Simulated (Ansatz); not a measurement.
# C (C2/m) in Ansatz: notebook

One crystal, C, is run at these levels: PBE; tasks: single point, relaxation of cell and atoms.

All numbers are computed with Ansatz 0.2.0; they aren't measurements. Logs are shortened: lines on timing, memory, paths and dates and some standing lists are left out, and cuts for length are marked.

## (1) The structure

It takes space group C2/m (No. 12, monoclinic). The conventional cell has a = 4.255 Å, b = 2.457 Å, c = 3.765 Å, α = 90.00°, β = 111.49°, γ = 90.00°. C (site symmetry m) is surrounded by 3 C at 1.42 Å.

This is a stacking variant of graphite.

## (2) Single point, PBE (strained by -1 %)

Contents of input.yaml:

```yaml
crystal:
  lattice:
    - [2.1060471041, -1.2159996156, 0.0]
    - [2.1060471041, 1.2159996156, 0.0]
    - [-1.3652789346, 0.0, 3.5028300786]
  atoms:
    - { symbol: C, position: [0.16664447, 0.16664447, 0.99990696] }
    - { symbol: C, position: [0.83335553, 0.83335553, 9.304e-05] }
hamiltonian:
  xc: pbe
  pseudopotentials: { kind: paw }
kpoints:
  mp_grid: { grid: [13, 13, 8] }
scf:
  occupations: { method: fermi_dirac, width: 0.05 }
output:
  forces: true
  stress: true
  eigenvalues: true
```

Potentials or basis: Ansatz PAW.

On the command line:

```sh
ansatz run input.yaml --threads 2 --pin off --max-ram 5632MiB --backend cpu --events-out ev --progress --plain --runs-dir out
```

Standard output:

```text
Warning: RAYON_NUM_THREADS=2 ignored (pool sized by the plan → 2); use --threads N
Engine: ansatz 0.2.0, aarch64-unknown-linux-gnu
Pseudopotentials: kind: paw
Pseudopotential: C, paw, valence charge 4, recommended cutoff 420 eV (normal), C.paw.azcp
Functional definition: PBE
  parameter kappa = 0.804
  parameter beta = 0.06672455060314922
  exchange = pbe_x(kappa = kappa, mu = beta*pi^2/3)
  correlation = pbe_c(beta = beta)
Crystal: 2 atoms, lattice volume = 17.941 Å³
Basis set: ecut = 420 eV, 355 PW (Γ), exchange–correlation on 36×36×54 points (8 copies of the dense FFT grid, shifted against one another)
Bands: 8, of which v1, the nominal top of the filled ones, is band 4 counted from 1 (3 counted from 0)
Symmetry: 4 space group operations
Space group: C2/m (ITA 12), of the structure as read, at distance tolerance 2.6e-5 Å
k-points: 371 of 1352
Non-local potential: C, projectors of the file, l = 0: 2, l = 1: 2, l = 2: 1
PAW form: soft (Blöchl's): semilocal exchange-correlation on the pseudo side does not see the compensation charge
PAW one-centre angular grid: C, 110 points (default); XC on 64 Gauss nodes
Initial density: superposition of atomic densities (neutral atoms: chi_scale 0, normalization atom), corrected by the library's trained network
Initial wavefunctions: pseudopotential atomic-orbital guess
Functional: x = pbe(κ = 0.804, μ = 0.2195149727645171), c = pbe(β = 0.06672455060314922)
SCF iter   1: F=—  HF=-501.844834 eV  |F-HF|=—  |Δ(HF+E_count)|=         —  Δρ=2.36e-3  dr2=1.18e-3  ethr=1.77e-3  ⟨swp⟩=4.2  Hψ=19412  notcnv=0
preconditioner: auto → none  [insulator: Δε(μ)=0.980 eV  Ē_g=18.688 eV  σ=0.050 eV  W_gap=1.00  n_scr=2 (ndim 8)  ℏωp=24.8 eV  f_vac=0.027  D(μ)=0.00/eV (n_scr^D=0)  ε∞_Penn≈2.8]
SCF iter   2: F=—  HF=-501.845163 eV  |F-HF|=—  |Δ(HF+E_count)|=   3.29e-4  Δρ=9.82e-4  dr2=1.31e-4  ethr=1.47e-5  ⟨swp⟩=2.3  Hψ=7135  notcnv=0
SCF iter   3: F=—  HF=-501.845272 eV  |F-HF|=—  |Δ(HF+E_count)|=   1.09e-4  Δρ=2.31e-4  dr2=2.61e-6  ethr=1.63e-6  ⟨swp⟩=2.2  Hψ=4372  notcnv=0
SCF iter   4: F=—  HF=-501.845273 eV  |F-HF|=—  |Δ(HF+E_count)|=   1.60e-6  Δρ=4.44e-5  dr2=2.38e-7  ethr=3.26e-8  ⟨swp⟩=2.1  Hψ=4369  notcnv=0
iter 5 did not close the SCF: its close was put off for the readings that it lacked (scf_convergence_deferred on its scf_iter line)
SCF iter   5: F=-501.845274 eV  HF=-501.845274 eV  |F-HF|=8.94e-10  |Δ(HF+E_count)|=   1.85e-7  Δρ=6.39e-6  dr2=3.07e-9  ethr=2.97e-9  ⟨swp⟩=2.4  Hψ=4395  notcnv=0
SCF iter   6: F=-501.845274 eV  HF=-501.845274 eV  |F-HF|=2.69e-11  |Δ(HF+E_count)|=   1.34e-9  Δρ=7.06e-7  dr2=5.47e-11  ethr=3.83e-11  ⟨swp⟩=1.8  Hψ=9545  notcnv=0
SCF 1 converged in 6 iterations: F = -501.845274 eV  dr2 = 5.47e-11
SCF converged after 6 iterations
Free energy (F): -501.845274 eV
Harris-Foulkes:  -501.845274 eV  (|F-HF|=2.69e-11)
Internal energy: -501.845273 eV  (E = F + TS)
E sigma→0 (E₀):  -501.845273 eV
Entropy (-TS):   -0.000001 eV (-0.000 meV/atom)
Fermi energy:    6.876642 eV
--- Per-component energies (eV) ---
  E_band       = -19.775289
  E_kinetic    = 184.254772
  E_local      = -335.274516  (includes V_loc(G=0)·N_el)
  E_nonlocal   = 55.221585
  E_hartree    = 104.816535
  E_xc         = -96.654079
  E_vxc        = -119.707686  (∫ρ·V_xc dr)
  E_paw        = -198.930017  (= ΣΔE_a)
  E_vpaw       = -13.902417  (= ΣTr[D̂ρ^β])
  E_aug_tail   = 0.000017  (compensation charges beyond the density's cutoff)
  E_ewald      = -215.279570
  E_smearing   = -0.000001  (= −TS)
  E_closure    = 0.000000  (closes the sum)
  Σ components = -501.845274   (vs F -501.845274, Δ=0.00e0)
--- Forces (eV/Å), atoms counted from 1 ---
  atom   1  C     -0.00247027     0.00000000     0.00431262
  atom   2  C      0.00247027     0.00000000    -0.00431262
  max |Σ_I F_I| component: 0.00e0 eV/Å
--- Stress (GPa, compression-positive) ---
       17.528455       0.000000      -0.028557
        0.000000      17.458874       0.000000
       -0.028557       0.000000       2.199429
  P = ⅓ Tr σ = 12.3956 GPa (123.956 kbar)
--- Band table (eV; the first three rows and the last of 371) ---
  k-point 0: bands = ["-13.1259", "-0.2552", "3.8160", "3.8193", "10.6216", "15.4586", "15.4615", "18.6857"]
  k-point 1: bands = ["-13.0965", "-0.5191", "3.8146", "3.8178", "11.2631", "15.4560", "15.4570", "18.7044"]
  k-point 2: bands = ["-13.0240", "-1.0939", "3.8118", "3.8142", "12.9317", "15.4442", "15.4455", "18.7558"]
  k-point 370: bands = ["-7.5306", "-6.6092", "-0.1486", "4.7582", "8.7088", "15.3990", "18.5498", "19.2847"]
```

It took 1.8 s on 2 threads of Arm Neoverse V1, shared host; peak memory 0.32 GiB.

What came out:

| Quantity | Value |
| --- | --- |
| Free energy | -501.8453 eV |
| Pressure | 12.4 GPa |
| Largest force | 0.005 eV/Å |
| Band gap on the k mesh | 0.98 eV, indirect (least direct gap 0.99 eV) |

Forces in eV/Å, atoms in the order of the input:
```
C   -0.002  0.000  0.004
C    0.002  0.000 -0.004
```

Caveat: odd divisions of the mesh miss points on the zone boundary, where band edges often lie, so the gap on the mesh can be too wide; the pressure holds a Pulay correction of +0.5 GPa for the finite cutoff; this functional lacks dispersion, which binds the layers, so the pressure and a relaxed spacing across them are unreliable.

## (3) Single point, PBE

input.yaml: that of step 2 with these lines changed.

```diff
@@ -2,5 +2,5 @@
   lattice:
-    - [2.1060471041, -1.2159996156, 0.0]
-    - [2.1060471041, 1.2159996156, 0.0]
-    - [-1.3652789346, 0.0, 3.5028300786]
+    - [2.1273203072, -1.22828244, 0.0]
+    - [2.1273203072, 1.22828244, 0.0]
+    - [-1.3790696309, 0.0, 3.5028300786]
   atoms:
@@ -19 +19,5 @@
   eigenvalues: true
+  write_density: true
+  write_potential: true
+  elf: true
+  volumetric_format: npy
```

Potentials or basis: Ansatz PAW.

On the command line:

```sh
ansatz run input.yaml --threads 2 --pin off --max-ram 5632MiB --backend cpu --events-out ev --progress --plain --runs-dir out
```

Standard output:

```text
Warning: RAYON_NUM_THREADS=2 ignored (pool sized by the plan → 2); use --threads N
Engine: ansatz 0.2.0, aarch64-unknown-linux-gnu
Pseudopotentials: kind: paw
Pseudopotential: C, paw, valence charge 4, recommended cutoff 420 eV (normal), C.paw.azcp
Functional definition: PBE
  parameter kappa = 0.804
  parameter beta = 0.06672455060314922
  exchange = pbe_x(kappa = kappa, mu = beta*pi^2/3)
  correlation = pbe_c(beta = beta)
Crystal: 2 atoms, lattice volume = 18.305 Å³
Basis set: ecut = 420 eV, 359 PW (Γ), exchange–correlation on 36×36×54 points (8 copies of the dense FFT grid, shifted against one another)
Bands: 8, of which v1, the nominal top of the filled ones, is band 4 counted from 1 (3 counted from 0)
Symmetry: 4 space group operations
Space group: C2/m (ITA 12), of the structure as read, at distance tolerance 2.6e-5 Å
k-points: 371 of 1352
Non-local potential: C, projectors of the file, l = 0: 2, l = 1: 2, l = 2: 1
PAW form: soft (Blöchl's): semilocal exchange-correlation on the pseudo side does not see the compensation charge
PAW one-centre angular grid: C, 110 points (default); XC on 64 Gauss nodes
Initial density: superposition of atomic densities (neutral atoms: chi_scale 0, normalization atom), corrected by the library's trained network
Initial wavefunctions: pseudopotential atomic-orbital guess
Functional: x = pbe(κ = 0.804, μ = 0.2195149727645171), c = pbe(β = 0.06672455060314922)
SCF iter   1: F=—  HF=-501.869900 eV  |F-HF|=—  |Δ(HF+E_count)|=         —  Δρ=2.59e-3  dr2=1.38e-3  ethr=1.77e-3  ⟨swp⟩=4.2  Hψ=19426  notcnv=0
preconditioner: auto → none  [insulator: Δε(μ)=0.933 eV  Ē_g=18.407 eV  σ=0.050 eV  W_gap=1.00  n_scr=2 (ndim 8)  ℏωp=24.5 eV  f_vac=0.025  D(μ)=0.00/eV (n_scr^D=0)  ε∞_Penn≈2.8]
SCF iter   2: F=—  HF=-501.870072 eV  |F-HF|=—  |Δ(HF+E_count)|=   1.72e-4  Δρ=1.11e-3  dr2=1.52e-4  ethr=1.72e-5  ⟨swp⟩=2.0  Hψ=6951  notcnv=0
SCF iter   3: F=—  HF=-501.870161 eV  |F-HF|=—  |Δ(HF+E_count)|=   8.93e-5  Δρ=2.40e-4  dr2=2.69e-6  ethr=1.90e-6  ⟨swp⟩=2.3  Hψ=4405  notcnv=0
SCF iter   4: F=—  HF=-501.870162 eV  |F-HF|=—  |Δ(HF+E_count)|=   8.73e-7  Δρ=5.00e-5  dr2=2.27e-7  ethr=3.37e-8  ⟨swp⟩=2.1  Hψ=4382  notcnv=0
iter 5 did not close the SCF: its close was put off for the readings that it lacked (scf_convergence_deferred on its scf_iter line)
SCF iter   5: F=-501.870163 eV  HF=-501.870163 eV  |F-HF|=1.84e-9  |Δ(HF+E_count)|=   2.83e-7  Δρ=4.57e-6  dr2=1.43e-9  ethr=2.84e-9  ⟨swp⟩=2.2  Hψ=4333  notcnv=0
SCF iter   6: F=-501.870163 eV  HF=-501.870163 eV  |F-HF|=8.30e-12  |Δ(HF+E_count)|=   2.01e-9  Δρ=4.83e-7  dr2=2.65e-11  ethr=1.79e-11  ⟨swp⟩=5.2  Hψ=14378  notcnv=0
SCF 1 converged in 6 iterations: F = -501.870163 eV  dr2 = 2.65e-11
SCF converged after 6 iterations
Free energy (F): -501.870163 eV
Harris-Foulkes:  -501.870163 eV  (|F-HF|=8.30e-12)
Internal energy: -501.870161 eV  (E = F + TS)
E sigma→0 (E₀):  -501.870162 eV
Entropy (-TS):   -0.000001 eV (-0.001 meV/atom)
Fermi energy:    6.653084 eV
--- Per-component energies (eV) ---
  E_band       = -20.645308
  E_kinetic    = 182.438202
  E_local      = -330.423158  (includes V_loc(G=0)·N_el)
  E_nonlocal   = 54.759167
  E_hartree    = 102.673176
  E_xc         = -96.172951
  E_vxc        = -119.083194  (∫ρ·V_xc dr)
  E_paw        = -198.749924  (= ΣΔE_a)
  E_vpaw       = -13.682616  (= ΣTr[D̂ρ^β])
  E_aug_tail   = 0.000016  (compensation charges beyond the density's cutoff)
  E_ewald      = -216.394690
  E_smearing   = -0.000001  (= −TS)
  E_closure    = 0.000000  (closes the sum)
  Σ components = -501.870163   (vs F -501.870163, Δ=0.00e0)
--- Forces (eV/Å), atoms counted from 1 ---
  atom   1  C     -0.00236875     0.00000000     0.00365602
  atom   2  C      0.00236875    -0.00000000    -0.00365602
  max |Σ_I F_I| component: 4.34e-19 eV/Å
--- Stress (GPa, compression-positive) ---
        4.651763      -0.000000      -0.028265
       -0.000000       4.581097       0.000000
       -0.028265       0.000000       2.212624
  P = ⅓ Tr σ = 3.8152 GPa (38.152 kbar)
--- Band table (eV; the first three rows and the last of 371) ---
  k-point 0: bands = ["-13.1074", "-0.2612", "3.5787", "3.5822", "10.5139", "15.0334", "15.0355", "18.0871"]
  k-point 1: bands = ["-13.0776", "-0.5292", "3.5772", "3.5804", "11.1575", "15.0295", "15.0304", "18.1056"]
  k-point 2: bands = ["-13.0039", "-1.1111", "3.5743", "3.5763", "12.8279", "15.0175", "15.0192", "18.1577"]
  k-point 370: bands = ["-7.6526", "-6.6419", "-0.2814", "4.5948", "8.4647", "14.8658", "18.2375", "19.0063"]
```

rho_z.tsv:

```text
# z_ang	rho[e/angstrom^3]
# format = ansatz-planar-average/11
# lattice	2.127320307	-1.228282440	0.000000000
# lattice	2.127320307	1.228282440	0.000000000
# lattice	-1.379069631	0.000000000	3.502830079
# sites	2
# site	6	-0.669928992	0.000000000	3.502504175
# site	6	3.545499976	0.000000000	0.000325903
0.000000	1.293400e0
0.139427	1.237452e0
0.278854	1.086591e0
0.418281	8.809767e-1
0.557707	6.643630e-1
0.697134	4.712598e-1
[... 19 lines left out ...]
3.485672	1.086591e0
3.625099	1.237452e0
```

Wall time 2.4 s (2 threads of Arm Neoverse V1, shared host); peak memory 0.32 GiB.

Results:

- Free energy: -501.8702 eV
- Pressure: 3.8 GPa
- Largest force: 0.004 eV/Å
- Band gap on the k mesh: 0.93 eV, indirect (least direct gap 0.94 eV)

Forces in eV/Å, atoms in the order of the input:
```
C   -0.002  0.000  0.004
C    0.002  0.000 -0.004
```

Levels at points of the mesh, in eV from the valence-band top:
```tsv
k point	band 1	band 2	band 3	band 4	band 5	band 6	band 7	band 8
(0.00, 0.00, 0.00)	-19.31	-6.47	-2.63	-2.62	4.31	8.83	8.83	11.88
(0.00, 0.00, -0.50)	-19.10	-8.03	-2.63	-2.63	8.80	8.80	9.93	12.03
```

Caveat: odd divisions of the mesh miss points on the zone boundary, where band edges often lie, so the gap on the mesh can be too wide; the pressure holds a Pulay correction of +0.5 GPa for the finite cutoff; this functional lacks dispersion, which binds the layers, so the pressure and a relaxed spacing across them are unreliable. A k mesh can miss the band edges.

## (4) Relaxation of cell and atoms, PBE

input.yaml: that of step 3 with these lines changed.

```diff
@@ -23 +23,5 @@
   volumetric_format: npy
+relax:
+  f_tol: 0.01
+  max_steps: 40
+  cell: { stress_tol: 0.05 }
```

On the command line:

```sh
ansatz run input.yaml --threads 2 --pin off --max-ram 5632MiB --backend cpu --events-out ev --progress --plain --runs-dir out
```

Run time: 57 s. Hardware: 2 threads of Arm Neoverse V1, shared host; peak memory 0.36 GiB.

Results (log left out):

* Free energy: -501.8900 eV
* Relaxed volume: 11.27 Å³/atom
* Relaxed cell: a = 2.466 Å, b = 2.466 Å, c = 4.505 Å, α = 105.80°, β = 105.80°, γ = 60.00°
* Space group after relaxing (to 0.05 Å): R-3m (No. 166)
* Energy gained by relaxing: 9.9 meV/atom
* Ionic steps: 22
* Pressure after relaxing: 0.0 GPa
* Band gap on the k mesh: 1.37 eV, direct

The path:
| step | energy change (eV) | largest force (eV/Å) | volume (Å³) |
| --- | --- | --- | --- |
| 1 | 0.0000 | 0.0044 | 18.31 |
| 2 | -0.0055 | 0.0016 | 19.07 |
| 3 | -0.0052 | 0.0007 | 19.59 |
| 4 | -0.0051 | 0.0002 | 19.62 |
| 5 | -0.0132 | 0.0010 | 19.62 |
| 6 | -0.0136 | 0.0003 | 20.10 |
| 7 | -0.0123 | 0.0002 | 20.60 |
| 8 | -0.0174 | 0.0004 | 20.60 |
| 9 | -0.0167 | 0.0001 | 21.06 |
| 10 | -0.0158 | 0.0001 | 21.30 |
| 11 | -0.0188 | 0.0003 | 21.30 |
| 12 | -0.0180 | 0.0000 | 21.66 |
| 13 | -0.0176 | 0.0000 | 21.77 |
| 14 | -0.0194 | 0.0001 | 21.77 |
| 15 | -0.0189 | 0.0000 | 22.00 |
| 16 | -0.0185 | 0.0000 | 22.12 |
| 17 | -0.0197 | 0.0000 | 22.12 |
| 18 | -0.0191 | 0.0000 | 22.34 |
| 19 | -0.0190 | 0.0000 | 22.37 |
| 20 | -0.0198 | 0.0000 | 22.37 |
| 21 | -0.0193 | 0.0000 | 22.53 |
| 22 | -0.0199 | 0.0000 | 22.53 |

Final structure:
```
C
1.0
     2.13598   -1.23322   -0.00868
     2.13598    1.23322   -0.00868
    -1.39897    0.00000    4.28271
C
2
Direct
  0.16667 0.16667 0.00000
  0.83333 0.83333 0.00000
```

Levels at points of the mesh, in eV from the valence-band top:
| k point | band 1 | band 2 | band 3 | band 4 | band 5 | band 6 | band 7 | band 8 |
| --- | --- | --- | --- | --- | --- | --- | --- | --- |
| (0.00, 0.00, 0.00) | -18.86 | -6.70 | -2.37 | -2.37 | 3.75 | 9.00 | 9.00 | 12.06 |
| (0.00, 0.00, -0.50) | -18.83 | -7.17 | -2.37 | -2.37 | 7.02 | 8.99 | 8.99 | 11.03 |

Caveat: the volume moved by over 15 % at a fixed basis, so the end points are rough; odd divisions of the mesh miss points on the zone boundary, where band edges often lie, so the gap on the mesh can be too wide; the plane-wave basis is chosen anew once the cell has moved, so the energies of steps on either side of that aren't comparable; the pressure holds a Pulay correction of +0.4 GPa for the finite cutoff; this functional lacks dispersion, which binds the layers, so the pressure and a relaxed spacing across them are unreliable, and here the layers came unbound.

## (5) Single point, PBE (strained by +1 %)

Contents of input.yaml:

```yaml
crystal:
  lattice:
    - [2.1485935103, -1.2405652644, 0.0]
    - [2.1485935103, 1.2405652644, 0.0]
    - [-1.3928603272, 0.0, 3.5028300786]
  atoms:
    - { symbol: C, position: [0.16664447, 0.16664447, 0.99990696] }
    - { symbol: C, position: [0.83335553, 0.83335553, 9.304e-05] }
hamiltonian:
  xc: pbe
  pseudopotentials: { kind: paw }
kpoints:
  mp_grid: { grid: [13, 13, 8] }
scf:
  occupations: { method: fermi_dirac, width: 0.05 }
output:
  forces: true
  stress: true
  eigenvalues: true
```

On the command line:

```sh
ansatz run input.yaml --threads 2 --pin off --max-ram 5632MiB --backend cpu --events-out ev --progress --plain --runs-dir out
```

Run time: 1.8 s. Hardware: 2 threads of Arm Neoverse V1, shared host; peak memory 0.32 GiB.

Results (log left out):

```yaml
Free_energy: -501.8671 eV
Pressure: -4.0 GPa
Largest_force: 0.004 eV/Å
Band_gap_on_the_k_mesh: 0.88 eV, indirect (least direct gap 0.89 eV)
```

Forces in eV/Å, atoms in the order of the input:
```
C   -0.002  0.000  0.003
C    0.002  0.000 -0.003
```

Stress tensor (GPa, compression positive):
```
-7.04  0.00 -0.03
 0.00 -7.11  0.00
-0.03  0.00  2.22
```

Levels at points of the mesh, in eV from the valence-band top:
| k point | band 1 | band 2 | band 3 | band 4 | band 5 | band 6 | band 7 | band 8 |
| --- | --- | --- | --- | --- | --- | --- | --- | --- |
| (0.00, 0.00, 0.00) | -19.10 | -6.28 | -2.66 | -2.66 | 4.40 | 8.61 | 8.61 | 11.50 |
| (0.00, 0.00, -0.50) | -18.88 | -7.86 | -2.67 | -2.67 | 8.57 | 8.58 | 10.01 | 11.65 |

Caveat: odd divisions of the mesh miss points on the zone boundary, where band edges often lie, so the gap on the mesh can be too wide; the pressure holds a Pulay correction of +0.5 GPa for the finite cutoff; this functional lacks dispersion, which binds the layers, so the pressure and a relaxed spacing across them are unreliable. A k mesh can miss the band edges.

## (6) The runs side by side

```tsv
task	cell	gap on the mesh (eV)	pressure (GPa)
single point	strained by -1 %	0.98	12.4
single point	as given	0.93	3.8
relaxation of cell and atoms	relaxed	1.37	0.0
single point	strained by +1 %	0.88	-4.0
```

Alike in all rows: level PBE; potentials or basis Ansatz PAW; no spin polarisation; k mesh 13 × 13 × 8; cutoff (eV) 420; smearing fermi-dirac 0.05 eV.

Caveats: odd divisions of the mesh miss points on the zone boundary, where band edges often lie, so the gap on the mesh can be too wide; this functional lacks dispersion, which binds the layers, so the pressure and a relaxed spacing across them are unreliable (some runs); the volume moved by over 15 % at a fixed basis, so the end points are rough (some runs); the plane-wave basis is chosen anew once the cell has moved, so the energies of steps on either side of that aren't comparable (some runs); this functional lacks dispersion, which binds the layers, so the pressure and a relaxed spacing across them are unreliable, and here the layers came unbound (some runs).

Absolute energies hang on the potentials; compare differences alone.
